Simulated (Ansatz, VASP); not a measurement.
One calculation of TiCo, two programs

File INCAR:

```
  PREC = Accurate
  ENCUT = 520
  EDIFF = 1E-6
  ISMEAR = 0
  SIGMA = 0.1
  LREAL = F
  LASPH = T
  NELM = 150
  ALGO = Fast
  ISIF = 2
  LWAVE = F
  LCHARG = F
  ISPIN = 2
  MAGMOM = 0 0.6
  LORBIT = 11
  LMAXMIX = 4
  GGA = PE
  NBANDS = 22
```

The input KPOINTS:

```
Automatic mesh
0
Gamma
  2 2 2
```

Contents of POSCAR:

```
TiCo
1.0
    2.9861109900      0.0000000000      0.0000000000
    0.0000000000      2.9861109900      0.0000000000
    0.0000000000      0.0000000000      2.9861109900
Ti Co
1 1
Direct
    0.9810000000      0.8100000000      0.8300000000
    1.4810000000      1.3100000000      1.3300000000
```

Input for Ansatz:

```yaml
crystal:
  lattice:
    - [2.98611099, 0.0, 0.0]
    - [0.0, 2.98611099, 0.0]
    - [0.0, 0.0, 2.98611099]
  atoms:
    - { symbol: Ti, position: [0.981, 0.81, 0.83] }
    - { symbol: Co, position: [1.481, 1.31, 1.33], spin: 0.6 }
basis:
  ecutwfc: 420
kpoints:
  mp_grid: { grid: [2, 2, 2] }
hamiltonian:
  xc: pbe
scf:
  occupations: { method: gaussian, width: 0.1 }
  lower_state_search: "off"
  max_iter: 40
output:
  forces: true
  stress: true
  eigenvalues: true
  populations: true
magnetization:
  spin_polarized: true
```

Alike in both runs: task single point; functional PBE; k mesh 2 × 2 × 2; occupations gaussian, width 0.1 eV; collinear spin.

```csv
,VASP,Ansatz
version,VASP 6.6.1,Ansatz 0.2.0
potentials or method,"VASP PAW PBE potentials, release 64 (Ti_sv, Co)","scalar-relativistic, plane waves, PAW"
plane-wave cutoff (eV),520,420
valence electrons in the cell,21,29
```

```csv
,VASP,Ansatz,Ansatz less VASP
gap on the k mesh at the Fermi level (eV),none,none,-
pressure (GPa),4.6,5.0,+0.39
net moment per atom (μB),0.88,0.88,0.000
size of the moment on the site where the two differ most (μB),1.54,1.51,-0.032
```

Site moments also hang on the region over which each program counts them. A gap of «none» marks a metal or a gap that the smearing closes. The two sets of potentials don't hold the same shells in valence.

Caveats: the k mesh is coarse (spacing up to 1.05 Å⁻¹), so the values aren't converged.
